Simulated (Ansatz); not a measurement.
# MoS2: from supercell energies to defect levels (H interstitial)

Theory: DFT PBE, scalar-relativistic, plane waves, PAW (Ansatz 0.2.0). Settings: 420 eV cutoff, 2×2×2 k-mesh, shifted by half a step, Gaussian smearing of 0.01 eV, collinear spin in charge 0 alone.

Host crystal, relaxed:

```yaml
crystal:
  lattice:
    - [1.59259, 0.91948, 7.43833]
    - [-1.59259, 0.91948, 7.43833]
    - [0.00000, -1.83896, 7.43833]
  atoms:
    - { symbol: Mo, position: [0.99978, 0.99978, 0.99978] }
    - { symbol: S, position: [0.40313, 0.40313, 0.40313] }
    - { symbol: S, position: [0.26309, 0.26309, 0.26309] }
```

The H interstitial was set at (0.812, 0.844, 0.844) of the host cell, in a supercell of 39 sites (850 Å³), relaxed at fixed cell in each charge q, from a start with the atoms near it displaced at random. In charges +1, 0, -1 some atom moved by up to 2.0 Å, so the relaxed defect can differ in kind from the start: near the site, 1 S at 2.79 Å, 2 S at 2.82 Å, 2 S at 2.85 Å, 1 S at 2.88 Å became 1 S at 1.37 Å (charge +1); 1 S at 1.41 Å, 2 S at 2.56 Å, 2 Mo at 3.11 Å (charge 0); 1 S at 1.44 Å, 2 S at 2.44 Å, 2 Mo at 3.09 Å (charge -1). The host's Kohn–Sham gap is 1.45 eV and its static dielectric constant 9.7 (mean). For each charge: the supercell's free energy over the neutral one with q electrons exchanged at the valence band top, F(q) − F(0) + qE_v; the image-charge term; and the term that aligns the potential far from the defect with the host's.

```csv
q,F(q) − F(0) + qE_v (eV),image charge (eV),alignment (eV)
+1,-1.269,0.257,-0.041
0,0.000,0.000,0.000
-1,1.066,0.257,-0.183
```

**Question.** Add the terms and find the levels between neighbouring charges, ε(q/q′) = [A(q′) − A(q)]/(q − q′), with and without the two corrections.

**Answer.** A(q): -1.053 eV for +1, 0.000 eV for 0, 1.140 eV for -1.
```csv
level,corrected (eV over E_v),uncorrected (eV)
(+1/0),1.05,1.27
(0/-1),1.14,1.07
```

As a check, a point charge in a simple cubic cell of this volume has q²αe²/(2εL) = 0.223 q² eV (e² = 14.40 eV Å, α = 2.837, L = 9.47 Å); the shape of the real cell and the anisotropy of ε can change it somewhat. The term grows as q², so it pushes donor levels down and acceptor levels up.

**Question.** Which of these charges is lowest with the Fermi level at the valence band top, at mid-gap and at the conduction band bottom?

**Answer.** The line A(q) + qE_F that lies lowest gives the charge: +1 at E_F = 0.00 eV, +1 at E_F = 0.73 eV, -1 at E_F = 1.45 eV. Charges beyond those computed could lie lower near the band edges.

**Question.** The neutral defect forms at 1.59 eV with atoms taken from and returned to the elements. What are the formation energies at those three Fermi levels, and what share of sites would hold the defect at 1200 K with E_F at mid-gap, if the host still stood at that temperature?

**Answer.** E_f = E_f(0) + A(q) + qE_F = 0.54, 1.26, 1.28 eV. In the dilute limit the share is exp(−E_f/k_BT) = exp(−1.261/0.1034) = 5.0×10⁻⁶, leaving out degeneracy and vibrational entropy. This is the H-rich limit; a poorer supply of H, or a competing compound of it, raises E_f. The small cell and the narrow Kohn–Sham gap leave errors of tenths of an eV or more, which change the share by orders of magnitude.

Interstitial hydrogen acts mainly as a deep donor here: the positive state is lowest from the valence band top through mid-gap, so it would compensate holes rather than supply free electrons readily. In this state H sits 1.37 Å from one S, close to an ordinary S–H bond, as expected when a sulfur lone pair binds a proton. Adding electrons lengthens this contact to 1.41 and then 1.44 Å but doesn't break it. The negative state is therefore not a simple hydride bound to Mo; the added charge probably occupies Mo d states near the defect, with some S–H antibonding character.

Both levels lie high in the gap, but their order reverses with the corrections, so neither a stable neutral window nor negative-U behaviour is established. The neutral cost of 1.59 eV fits the inertness of the sulfur basal plane, whose saturated atoms gain too little from one S–H bond to repay breaking H₂. Whether two interstitials would pair as H₂ between the layers remains untested.
